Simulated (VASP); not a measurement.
A run of VASP 6.6.1 is set up as follows.

File INCAR:

```
  PREC = Accurate
  ENCUT = 520
  EDIFF = 1E-6
  ISMEAR = 1
  SIGMA = 0.1
  LREAL = F
  LASPH = T
  NELM = 120
  ALGO = Normal
  ISIF = 2
  LWAVE = F
  LCHARG = F
  LDIPOL = T
  IDIPOL = 3
  DIPOL = 0.5 0.5 0.500
  GGA = PE
  IBRION = 2
  NSW = 90
  EDIFFG = -0.02
  KPAR = 2
```

The input KPOINTS:

```
regular mesh
0
Gamma
  13 13 1
```

POSCAR

```
Ag
1.0
    1.4613884900      2.5311991400      0.0000000000
   -2.9227769700      0.0000000000      0.0000000000
    0.0000000000      0.0000000000     20.7044543700
Ag
1
Direct
    0.0000000000      0.0000000000      0.5000000000
```

Potentials or basis: VASP PAW PBE potentials, release 64 (Ag).

Launch:

```console
$ cat potpaw_PBE.64/Ag/POTCAR > POTCAR
$ mpirun -np 2 vasp_std > vasp.out
```

(1) What does it give for the band gap on the k mesh?

## Answers

(1) none (metal or under the smearing width).

Caveat: the relaxation stopped at its first step, so nothing moved.
